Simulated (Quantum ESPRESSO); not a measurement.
Wanted: the native input for a Quantum ESPRESSO 7.5 run.

- Task: band structure
- Functional: PBEsol
- Potentials or basis: PseudoDojo 0.4.1 SR PBEsol standard
- Cutoff: 1306 eV
- Density cutoff: 5225 eV
- k mesh: 8 × 8 × 8
- Occupations: fermi-dirac, width 0.05 eV
- Spin: collinear spin, ferromagnetic start
- Starting moments: [4.0, 4.0, 4.0, 0.0] μB
- Mixing beta: 0.3
- Most SCF iterations: 120
- SCF threshold: 8e-10 Ry

Crystal: Mn3Si.

```
Mn Si
1.0
     0.00000    2.86100    2.86100
     2.86100    0.00000    2.86100
     2.86100    2.86100    0.00000
Mn Si
3 1
Direct
  0.75000 0.75000 0.75000
  0.25000 0.25000 0.25000
  0.50000 0.50000 0.50000
  0.00000 0.00000 0.00000
```

The input as run:

pw.in

```
&CONTROL
  calculation = 'scf'
  prefix = 'pwscf'
  outdir = './tmp'
  pseudo_dir = './pseudo'
  tprnfor = .true.
  tstress = .true.
  disk_io = 'low'
/
&SYSTEM
  ibrav = 0
  nat = 4
  ntyp = 2
  ecutwfc = 96
  nbnd = 37
  occupations = 'smearing'
  smearing = 'fd'
  degauss = 0.00367493
  nspin = 2
  starting_magnetization(1) = 0.2667
  starting_magnetization(2) = 0
/
&ELECTRONS
  conv_thr = 8d-10
  electron_maxstep = 120
  mixing_beta = 0.3
/
ATOMIC_SPECIES
Mn    54.9380 Mn.upf
Si    28.0850 Si.upf
CELL_PARAMETERS bohr
   0.0000000000    5.4065064426    5.4065064426
   5.4065064426    0.0000000000    5.4065064426
   5.4065064426    5.4065064426    0.0000000000
ATOMIC_POSITIONS bohr
Mn     8.1097596638    8.1097596638    8.1097596638
Mn     2.7032532213    2.7032532213    2.7032532213
Mn     5.4065064426    5.4065064426    5.4065064426
Si     0.0000000000    0.0000000000    0.0000000000
K_POINTS automatic
8 8 8 0 0 0
```

bands.in

```
&CONTROL
  calculation = 'bands'
  prefix = 'pwscf'
  outdir = './tmp'
  pseudo_dir = './pseudo'
  disk_io = 'low'
  verbosity = 'high'
/
&SYSTEM
  ibrav = 0
  nat = 4
  ntyp = 2
  ecutwfc = 96
  nbnd = 37
  occupations = 'smearing'
  smearing = 'fd'
  degauss = 0.00367493
  nspin = 2
  starting_magnetization(1) = 0.2667
  starting_magnetization(2) = 0
/
&ELECTRONS
  conv_thr = 1d-08
  electron_maxstep = 120
  mixing_beta = 0.3
  diago_full_acc = .true.
  startingwfc = 'random'
/
ATOMIC_SPECIES
Mn    54.9380 Mn.upf
Si    28.0850 Si.upf
CELL_PARAMETERS bohr
   0.0000000000    5.4065064426    5.4065064426
   5.4065064426    0.0000000000    5.4065064426
   5.4065064426    5.4065064426    0.0000000000
ATOMIC_POSITIONS bohr
Mn     8.1097596638    8.1097596638    8.1097596638
Mn     2.7032532213    2.7032532213    2.7032532213
Mn     5.4065064426    5.4065064426    5.4065064426
Si     0.0000000000    0.0000000000    0.0000000000
K_POINTS crystal
60
 0.0000000000  0.0000000000  0.0000000000 1
 0.0625000000  0.0000000000  0.0625000000 1
 0.1250000000  0.0000000000  0.1250000000 1
 0.1875000000  0.0000000000  0.1875000000 1
 0.2500000000  0.0000000000  0.2500000000 1
 0.3125000000  0.0000000000  0.3125000000 1
 0.3750000000  0.0000000000  0.3750000000 1
 0.4375000000  0.0000000000  0.4375000000 1
 0.5000000000  0.0000000000  0.5000000000 1
 0.5000000000  0.0625000000  0.5625000000 1
 0.5000000000  0.1250000000  0.6250000000 1
 0.5000000000  0.1875000000  0.6875000000 1
 0.5000000000  0.2500000000  0.7500000000 1
 0.4375000000  0.3125000000  0.7500000000 1
 0.3750000000  0.3750000000  0.7500000000 1
 0.3375000000  0.3375000000  0.6750000000 1
 0.3000000000  0.3000000000  0.6000000000 1
 0.2625000000  0.2625000000  0.5250000000 1
 0.2250000000  0.2250000000  0.4500000000 1
 0.1875000000  0.1875000000  0.3750000000 1
 0.1500000000  0.1500000000  0.3000000000 1
 0.1125000000  0.1125000000  0.2250000000 1
 0.0750000000  0.0750000000  0.1500000000 1
 0.0375000000  0.0375000000  0.0750000000 1
 0.0000000000  0.0000000000  0.0000000000 1
 0.0625000000  0.0625000000  0.0625000000 1
 0.1250000000  0.1250000000  0.1250000000 1
 0.1875000000  0.1875000000  0.1875000000 1
 0.2500000000  0.2500000000  0.2500000000 1
 0.3125000000  0.3125000000  0.3125000000 1
 0.3750000000  0.3750000000  0.3750000000 1
 0.4375000000  0.4375000000  0.4375000000 1
 0.5000000000  0.5000000000  0.5000000000 1
 0.5250000000  0.4500000000  0.5250000000 1
 0.5500000000  0.4000000000  0.5500000000 1
 0.5750000000  0.3500000000  0.5750000000 1
 0.6000000000  0.3000000000  0.6000000000 1
 0.6250000000  0.2500000000  0.6250000000 1
 0.5833333333  0.2500000000  0.6666666667 1
 0.5416666667  0.2500000000  0.7083333333 1
 0.5000000000  0.2500000000  0.7500000000 1
 0.5000000000  0.2857142857  0.7142857143 1
 0.5000000000  0.3214285714  0.6785714286 1
 0.5000000000  0.3571428571  0.6428571429 1
 0.5000000000  0.3928571429  0.6071428571 1
 0.5000000000  0.4285714286  0.5714285714 1
 0.5000000000  0.4642857143  0.5357142857 1
 0.5000000000  0.5000000000  0.5000000000 1
 0.4821428571  0.4821428571  0.5357142857 1
 0.4642857143  0.4642857143  0.5714285714 1
 0.4464285714  0.4464285714  0.6071428571 1
 0.4285714286  0.4285714286  0.6428571429 1
 0.4107142857  0.4107142857  0.6785714286 1
 0.3928571429  0.3928571429  0.7142857143 1
 0.3750000000  0.3750000000  0.7500000000 1
 0.6250000000  0.2500000000  0.6250000000 1
 0.5937500000  0.1875000000  0.5937500000 1
 0.5625000000  0.1250000000  0.5625000000 1
 0.5312500000  0.0625000000  0.5312500000 1
 0.5000000000  0.0000000000  0.5000000000 1
```

Potentials or basis: PseudoDojo 0.4.1 SR PBEsol standard.

Run with:

```sh
$ OMP_NUM_THREADS=1 mpirun -n 2 pw.x -nk 2 -in pw.in > pw.out
$ OMP_NUM_THREADS=1 mpirun -n 2 pw.x -nk 2 -in bands.in > bands.out
```

Results of the run:

```yaml
Pressure: -15.3 GPa
Band_gap_on_the_k_mesh: none (metal or under the smearing width)
Net_moment: 1.01 μB per cell
Absolute_moment: 4.66 μB per cell
Site_moments: Mn -0.86, +2.64; Si +0.04 μB
Valence_electrons_inside_the_program's_atomic_spheres: Mn 13.39, 13.32; Si 2.13
```

Run time: 13 min on 2 MPI ranks on Arm Neoverse V2 (shared host), peak memory 0.48 GiB a rank.
